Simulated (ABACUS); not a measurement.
The system is CuI (Marshite).

```
I Cu
1.0
     0.00000    3.03150    3.03150
     3.03150    0.00000    3.03150
     3.03150    3.03150    0.00000
I Cu
1 1
Cartesian
  0.0000 0.0000 0.0000
  4.5473 4.5473 4.5473
```

Base run:

| Property | Result |
| --- | --- |
| Program | ABACUS 3.10.1 |
| Functional | SCAN |
| Potentials or basis | SG15 ONCV 1.2 PBE |
| Cutoff | 1442 eV |
| Density cutoff | 5769 eV |
| Basis | plane waves |
| k mesh | 5 × 5 × 5 |
| Occupations | fermi-dirac, width 0.05 eV |
| Spin | no spin polarisation |

Its results: band gap on the k mesh 1.56 eV, direct; pressure -1.6 GPa.

Q: The run is repeated on the same cell with these changes: functional from SCAN to TPSS. What comes out?

A: Band gap on the k mesh 1.34 eV, direct; pressure 0.2 GPa.

Caveats: the potentials were made for another functional, which shifts forces and pressure; spin-orbit coupling is left out, which moves the levels of the heavy elements; an odd mesh through Γ misses points on the zone boundary, where band edges often lie.

Not every run made on this cell is shown here.
